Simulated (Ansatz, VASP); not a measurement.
One calculation of K, two programs

```
K
1.0
    -2.69756    2.69756    2.69756
     2.69756   -2.69756    2.69756
     2.69756    2.69756   -2.69756
K
1
Direct
  0.00000 0.00000 0.00000
```

Alike in both runs: task relaxation of cell and atoms; functional revPBE; dispersion D4; k mesh 7 × 7 × 7; occupations fermi-dirac, width 0.05 eV; no spin polarisation.

```csv
,VASP,Ansatz
version,VASP 6.6.1,Ansatz 0.2.0
potentials or method,"VASP PAW PBE potentials, release 64 (K_sv), cutoff 600 eV","all-electron LAPW, scalar-relativistic"
```

```tsv
	VASP	Ansatz	Ansatz less VASP
relaxed volume (Å³/atom)	75.47	75.26	-0.205
relaxed cell length with the largest relative difference (Å)	4.611	4.607	-0.0042
energy change over the relaxation (meV/atom)	-1	-1	0.0
```

Ansatz ran all-electron here, so the differences hold the error of VASP's frozen core and of both bases.

Caveats: the PAW data sets were made with another functional, which shifts forces and pressure a little (VASP); pairwise dispersion overbinds metals, which lowers pressure and volume (VASP).
